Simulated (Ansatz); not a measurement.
Phases of AlRu at -0.077 GPa

Structure types of AlRu are relaxed in primitive cells with their symmetry kept at -0.077 GPa, on PAW files; LAPW relaxes the small cells further and takes the PAW cell for the others (marked *). The enthalpy is E + pV at zero temperature, without zero-point motion. Only the types listed were tried, and differences under about 5 meV/atom are mesh noise. The real phase may be another.

Computed with Ansatz 0.2.0; functional PBE, scalar-relativistic. Settings: Fermi–Dirac smearing of 0.08 eV, no spin polarisation. Methods: LAPW: all electrons, basis error target 0.5 meV/atom; PAW: frozen-core files, cutoff 420 eV.

k meshes: rocksalt 13×13×13, CsCl 13×13×13, WC 13×13×12, NiAs 10×10×6, zincblende 11×11×11.

```
start type                   ends as          a, b, c (Å)  V (Å³/atom)  H − H(lowest), LAPW (meV/atom)
  rocksalt           rocksalt, Fm-3m  4.984, 4.984, 4.984        15.47                           790.7
      CsCl               CsCl, Pm-3m  3.004, 3.004, 3.004        13.56                             0.0
        WC       distorted WC, P-6m2  2.893, 2.893, 3.898        14.13                               ?
     NiAs*  distorted NiAs, P6_3/mmc  2.896, 2.896, 7.793        14.15                               ?
zincblende         zincblende, F-43m  5.520, 5.520, 5.520        21.02                          1735.7
```

Q: What belongs in the row "NiAs*", column "H − H(lowest), LAPW (meV/atom)"?

A: 180.8.

Q: What belongs in the row "WC", column "H − H(lowest), LAPW (meV/atom)"?

A: 176.0.
